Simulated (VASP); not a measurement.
# Al2O3 (Corundum) (R-3c) in VASP: a series of runs, part 3 of 3

VASP 6.6.1. The steps go on from the part before.

## Step 5: Band structure, AM05

INCAR

```
SYSTEM = Al2O3
PREC = Accurate
ENCUT = 520
EDIFF = 1E-6
ISMEAR = -1
SIGMA = 0.05
LREAL = .False.
LASPH = .True.
NELM = 80
ALGO = Fast
ISIF = 2
LWAVE = .False.
LCHARG = .False.
GGA = AM
NBANDS = 35
```

KPOINTS

```
regular mesh
0
Gamma
  7 7 7
  0 0 0
```

POSCAR

```
Al2O3
1.0
    2.3802500000      1.3742379782      4.3318666667
   -2.3802500000      1.3742379782      4.3318666667
    0.0000000000     -2.7484759565      4.3318666667
Al O
4 6
Direct
    0.8521600000      0.8521600000      0.8521600000
    0.6478400000      0.6478400000      0.6478400000
    0.1478400000      0.1478400000      0.1478400000
    0.3521600000      0.3521600000      0.3521600000
    0.0566800000      0.7500000000      0.4433200000
    0.7500000000      0.4433200000      0.0566800000
    0.4433200000      0.0566800000      0.7500000000
    0.9433200000      0.2500000000      0.5566800000
    0.2500000000      0.5566800000      0.9433200000
    0.5566800000      0.9433200000      0.2500000000
```

KPOINTS_OPT

```
path GLB1,BZGX,QFP1Z,LP
20
line-mode
reciprocal
 0.0000000000  0.0000000000  0.0000000000  G
 0.5000000000  0.0000000000  0.0000000000  L

 0.5000000000  0.0000000000  0.0000000000  L
 0.5000000000  0.2337604794 -0.2337604794  B1

 0.7662395206  0.5000000000  0.2337604794  B
 0.5000000000  0.5000000000  0.5000000000  Z

 0.5000000000  0.5000000000  0.5000000000  Z
 0.0000000000  0.0000000000  0.0000000000  G

 0.0000000000  0.0000000000  0.0000000000  G
 0.3668802397  0.0000000000 -0.3668802397  X

 0.6331197603  0.3668802397  0.0000000000  Q
 0.5000000000  0.5000000000  0.0000000000  F

 0.5000000000  0.5000000000  0.0000000000  F
 0.6331197603  0.6331197603  0.2337604794  P1

 0.6331197603  0.6331197603  0.2337604794  P1
 0.5000000000  0.5000000000  0.5000000000  Z

 0.5000000000  0.0000000000  0.0000000000  L
 0.7662395206  0.3668802397  0.3668802397  P
```

Started as:

```console
$ cat potpaw_PBE.64/Al/POTCAR potpaw_PBE.64/O/POTCAR > POTCAR
$ mpirun -np 1 vasp_std > vasp.out
```

Wall time 9 min (1 thread of Intel Xeon 6975P-C (Granite Rapids), shared host); peak memory 0.35 GiB.

The run converged. Its results:

```yaml
Free_energy: -76.8014 eV
Pressure: 2.0 GPa
Largest_force: 0.084 eV/Å
Band_gap_on_the_k_mesh: 6.22 eV, direct
Band_gap_along_the_path: 6.22 eV, direct
```

Forces in eV/Å, atoms in the order of the input:
```
Al   0.000  0.000 -0.075
Al   0.000  0.000  0.075
Al   0.000  0.000  0.075
Al   0.000  0.000 -0.075
O   -0.042 -0.072  0.000
O   -0.042  0.072  0.000
O    0.084  0.000  0.000
O    0.042  0.072  0.000
O    0.042 -0.072  0.000
O   -0.084  0.000  0.000
```

Stress tensor (GPa, compression positive):
```
2.23 0.00 0.00
0.00 2.23 0.00
0.00 0.00 1.59
```

Levels at the corners of the path, in eV from the valence-band top:
```tsv
point	band 21	band 22	band 23	band 24	band 25	band 26	band 27	band 28
Γ	-0.50	-0.04	-0.04	0.00	6.22	9.04	10.70	11.40
L	-0.92	-0.92	-0.28	-0.28	9.42	9.42	9.57	9.57
L	-0.92	-0.92	-0.28	-0.28	9.42	9.42	9.57	9.57
B1	-0.86	-0.86	-0.51	-0.51	9.63	9.63	10.06	10.06
B	-0.86	-0.86	-0.51	-0.51	9.63	9.63	10.06	10.06
Z	-0.39	-0.39	-0.39	-0.39	8.63	8.63	11.00	11.00
Z	-0.39	-0.39	-0.39	-0.39	8.63	8.63	11.00	11.00
Γ	-0.50	-0.04	-0.04	0.00	6.22	9.04	10.70	11.40
Γ	-0.50	-0.04	-0.04	0.00	6.22	9.04	10.70	11.40
X	-0.90	-0.86	-0.57	-0.29	9.44	9.48	9.67	10.07
Q	-0.90	-0.86	-0.57	-0.29	9.44	9.48	9.67	10.07
F	-1.04	-0.93	-0.75	-0.26	9.51	9.68	9.89	10.31
F	-1.04	-0.93	-0.75	-0.26	9.51	9.68	9.89	10.31
P1	-1.05	-0.87	-0.76	-0.47	9.65	9.84	10.15	10.32
P1	-1.05	-0.87	-0.76	-0.47	9.65	9.84	10.15	10.32
Z	-0.39	-0.39	-0.39	-0.39	8.63	8.63	11.00	11.00
L	-0.92	-0.92	-0.28	-0.28	9.42	9.42	9.57	9.57
P	-1.05	-0.87	-0.76	-0.47	9.65	9.84	10.15	10.32
```

Caveat: the PAW data sets were made with another functional, which shifts forces and pressure a little.

## Step 6: Overview

| level | gap on the mesh (eV) | pressure (GPa) | largest force (eV/Å) |
| --- | --- | --- | --- |
| revPBE | 6.29 | 10.8 | 0.03 |
| BLYP | 6.48 | - | - |
| PW91 | 6.26 | - | - |
| AM05 | 6.22 | 2.0 | 0.08 |

Alike in all rows: task band structure; potentials or basis VASP PAW PBE potentials, release 64 (Al, O); no spin polarisation; cell as given; k mesh 7 × 7 × 7; cutoff (eV) 520; smearing fermi-dirac 0.05 eV.

On the cell as given the gap runs from 6.22 eV (AM05) to 6.48 eV (BLYP).

Caveats: the PAW data sets were made with another functional, which shifts forces and pressure a little.

Total energies depend on the potentials used, so only differences within one code and one set of settings carry meaning.

## Step 7: How close it comes

Step 2. A measured gap of Al2O3 is 8.7 eV (optical; quoted in “Multi-petahertz electron interference in Cr:Al2O3 solid-state material”, 2018, pmc:5906618); the calculated 6.29 eV misses it by -2.41 eV. The value is that of revPBE, without temperature or zero-point motion. Semilocal functionals fall short of measured gaps as a rule.

Step 3. Against the measured gap of Al2O3, 8.7 eV (optical; quoted in “Multi-petahertz electron interference in Cr:Al2O3 solid-state material”, 2018, pmc:5906618), the calculated 6.48 eV is off by -2.22 eV. The value is that of BLYP, without temperature or zero-point motion. Semilocal functionals fall short of measured gaps as a rule.

Step 4. Against the measured gap of Al2O3, 8.7 eV (optical; quoted in “Multi-petahertz electron interference in Cr:Al2O3 solid-state material”, 2018, pmc:5906618), the calculated 6.26 eV is off by -2.44 eV. The value is that of PW91, without temperature or zero-point motion. Semilocal functionals fall short of measured gaps as a rule.

Step 5. Measured gap of Al2O3: 8.7 eV (optical; quoted in “Multi-petahertz electron interference in Cr:Al2O3 solid-state material”, 2018, pmc:5906618). This calculation gives 6.22 eV (-2.48 eV). The value is that of AM05, without temperature or zero-point motion. Semilocal functionals fall short of measured gaps as a rule.
